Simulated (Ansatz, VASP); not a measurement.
## LiF: VASP beside Ansatz

Contents of INCAR:

```
PREC = Accurate
ENCUT = 520
EDIFF = 1E-7
ISMEAR = -1
SIGMA = 0.05
LREAL = False
LASPH = True
NELM = 80
ALGO = Normal
ISIF = 2
LWAVE = False
LCHARG = False
GGA = PE
NBANDS = 12
```

KPOINTS

```
Automatic mesh
0
Gamma
  10 10 10
```

The input POSCAR:

```
LiF
1.0
    2.5595330000      0.0000000000      0.0000000000
    0.0000000000      2.5595330000      0.0000000000
    0.0000000000      0.0000000000      2.5595330000
F Li
1 1
Direct
    0.5164030000      0.5079880000      0.5080480000
    0.0104630000     -0.0051880000      0.0181000000
```

Contents of input.yaml:

```yaml
crystal:
  lattice:
    - [2.559533, 0.0, 0.0]
    - [0.0, 2.559533, 0.0]
    - [0.0, 0.0, 2.559533]
  atoms:
    - { symbol: F, position: [0.516403, 0.507988, 0.508048] }
    - { symbol: Li, position: [0.010463, -0.005188, 0.0181] }
hamiltonian:
  xc: pbe
  pseudopotentials: { kind: paw }
kpoints:
  mp_grid: { grid: [10, 10, 10] }
scf:
  occupations: { method: fermi_dirac, width: 0.05 }
output:
  forces: true
  stress: true
  eigenvalues: true
```

Change from the starting cell: atoms moved at random, drawn with an rms of 0.05 Å.

Alike in both runs: task single point; functional PBE; k mesh 10 × 10 × 10; occupations fermi-dirac, width 0.05 eV; no spin polarisation.

|  | VASP | Ansatz |
| --- | --- | --- |
| version | VASP 6.6.1 | Ansatz 0.2.0 |
| potentials or method | VASP PAW PBE potentials, release 64 (F, Li_sv) | Ansatz PAW |
| plane-wave cutoff (eV) | 520 | 420 |
| valence electrons in the cell | 10 | 10 |

```tsv
	VASP	Ansatz	Ansatz less VASP
gap on the k mesh at the Fermi level (eV)	7.51	7.50	-0.009
least direct gap on the mesh (eV)	8.18	8.17	-0.008
rms of the force components (eV/Å)	0.009	0.009	-0.0001
```

Atom by atom the forces differ by 0.000 eV/Å (rms over components).

 A k mesh can miss the band edges.
